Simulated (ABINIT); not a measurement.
Runs of ABINIT 10.8.3 (patched build) on WC (Qusongite). It takes space group P-6m2 (No. 187, hexagonal). Conventional cell: a = 2.907 Å, b = 2.907 Å, c = 2.837 Å, α = 90.00°, β = 90.00°, γ = 120.00°. W (site symmetry -6m2) is surrounded by 6 C at 2.20 Å. C (site symmetry -6m2) has 6 W at 2.20 Å as nearest neighbours. 

| potentials or basis | cutoff (eV) | fine-grid cutoff | gap on the mesh (eV) | pressure (GPa) |
| --- | --- | --- | --- | --- |
| Ansatz NC r2SCAN | 1469 | - | none | (a) |
| SG15 NC PBE v1.2 | 1306 | - | none | -8.9 |
| JTH PAW PBE v2.0 | 626 | 1224.51 eV | none | (b) |
| Ansatz PAW PBE default generated set, frozen core | 490 | 979.61 eV | none | 1.0 |
| PseudoDojo NC SR PBE v0.4.1 standard | 1333 | - | none | 1.1 |

Alike in all rows: task single point; level r2SCAN; no spin polarisation; cell as given; k mesh 10 × 10 × 9; smearing fermi-dirac 0.05 eV.

Question: Estimate the missing entries.

Answer: (a) 1.9; (b) 3.3.

Caveats: the potentials were made for another functional, which shifts forces and pressure (some runs); the PAW data sets were made with another functional, which shifts forces and pressure a little (some runs); the atomic spheres overlap (some runs); a meta-GGA on potentials with a model core is unreliable (some runs).

A k mesh can miss the band edges, and the runs leave out spin-orbit coupling on W.

A gap of «none» marks a metal or a gap under the smearing width.

The runs don't all hold the same shells in valence.
